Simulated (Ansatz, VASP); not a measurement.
## B in VASP and in Ansatz

INCAR

```
PREC = Accurate
ENCUT = 520
EDIFF = 1E-6
ISMEAR = -1
SIGMA = 0.08
LREAL = F
LASPH = T
NELM = 100
ALGO = Normal
ISIF = 2
LWAVE = F
LCHARG = F
GGA = PE
NBANDS = 8
```

File KPOINTS:

```
Automatic mesh
0
Gamma
  22 22 22
```

The input POSCAR:

```
B
1.0
    0.0000000000      1.4231103521      1.4231103521
    1.4231103521      0.0000000000      1.4231103521
    1.4231103521      1.4231103521      0.0000000000
B
1
Direct
    0.0000000000      0.0000000000      0.0000000000
```

Input for Ansatz:

```yaml
crystal:
  lattice:
    - [0.0, 1.4231103521, 1.4231103521]
    - [1.4231103521, 0.0, 1.4231103521]
    - [1.4231103521, 1.4231103521, 0.0]
  atoms:
    - { symbol: B, position: [0.0, 0.0, 0.0] }
kpoints:
  mp_grid: { grid: [22, 22, 22] }
scf:
  occupations: { method: fermi_dirac, width: 0.08 }
hamiltonian:
  xc: pbe
  pseudopotentials: { kind: paw }
output:
  forces: true
  stress: true
  eigenvalues: true
```

Change from the starting cell: volume scaled by 0.979, to set the pressure.

Alike in both runs: task single point; functional PBE; k mesh 22 × 22 × 22; occupations fermi-dirac, width 0.08 eV; no spin polarisation.

```csv
,VASP,Ansatz
version,VASP 6.6.1,Ansatz 0.2.0
potentials or method,"VASP PAW PBE potentials, release 64 (B)","PAW with Ansatz's default frozen-core files, scalar-relativistic"
plane-wave cutoff (eV),520,420
valence electrons in the cell,3,3
```

|  | VASP | Ansatz | Ansatz less VASP |
| --- | --- | --- | --- |
| pressure (GPa) | 5.9 | 5.9 | -0.04 |

The functional is the same, so the differences come from potentials, cutoffs and numerics.
